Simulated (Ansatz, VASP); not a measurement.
**Two plane-wave programs on KF**

```
CELL_PARAMETERS angstrom
0.00000 2.67350 2.67350
2.67350 0.00000 2.67350
2.67350 2.67350 0.00000
ATOMIC_POSITIONS crystal
K 0.03740 0.96260 0.96260
F 0.50000 0.50000 0.50000
```

Change from the starting cell: all K atoms moved -0.200 Å, as atom 1 along Cartesian [1 0 0].

Alike in both runs: task single point; functional PBE; k mesh 8 × 8 × 8; occupations gaussian, width 0.05 eV; no spin polarisation.

|  | VASP | Ansatz |
| --- | --- | --- |
| version | VASP 6.6.1 | Ansatz 0.2.0 |
| potentials or method | VASP PAW PBE potentials, release 64 (K_sv, F) | scalar-relativistic, plane waves, PAW |
| plane-wave cutoff (eV) | 520 | 420 |
| valence electrons in the cell | 16 | 16 |

|  | VASP | Ansatz | Ansatz less VASP |
| --- | --- | --- | --- |
| gap on the k mesh at the Fermi level (eV) | 6.16 | 6.18 | +0.016 |
| least direct gap on the mesh (eV) | 6.16 | 6.18 | +0.016 |
| pressure (GPa) | 2.0 | 1.9 | -0.06 |
| largest component of the traceless stress (GPa) | 1.47 | 1.41 | -0.056 |
| rms of the force components (eV/Å) | 0.226 | 0.217 | -0.0091 |

Atom by atom the forces differ by 0.009 eV/Å (rms over components). With one functional, cell and mesh, what is left measures potentials, basis and numerics.

A k mesh can miss the band edges.
